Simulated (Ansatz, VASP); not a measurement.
**Two plane-wave programs on Rh**

```
CELL_PARAMETERS angstrom
2.66997 0.00000 0.00000
-1.33498 2.31226 0.00000
0.00000 0.00000 4.29889
ATOMIC_POSITIONS crystal
Rh 0.66667 0.33333 0.75000
Rh 0.33333 0.66667 0.25000
```

Alike in both runs: functional LDA; k mesh 18 × 18 × 10; occupations gaussian, width 0.1 eV; no spin polarisation.

Ansatz relaxed the structure, and its values are those at the end. VASP's run is a single point on that final structure, the one shown.

|  | VASP | Ansatz |
| --- | --- | --- |
| version | VASP 6.6.1 | Ansatz 0.2.0 |
| potentials or method | VASP PAW LDA potentials, release 64 (Rh_pv) | scalar-relativistic, plane waves, PAW |
| plane-wave cutoff (eV) | 520 | 420 |
| valence electrons in the cell | 30 | 34 |

Ansatz gave:

| Property | Result |
| --- | --- |
| gap on the k mesh at the Fermi level (eV) | none |
| pressure (GPa) | 0.0 |

**Question.** What did VASP give for the same quantities?

**Answer.** gap on the k mesh at the Fermi level (eV): none; pressure (GPa): 0.9.

A gap of «none» marks a metal or a gap that the smearing closes. The two sets of potentials don't hold the same shells in valence.
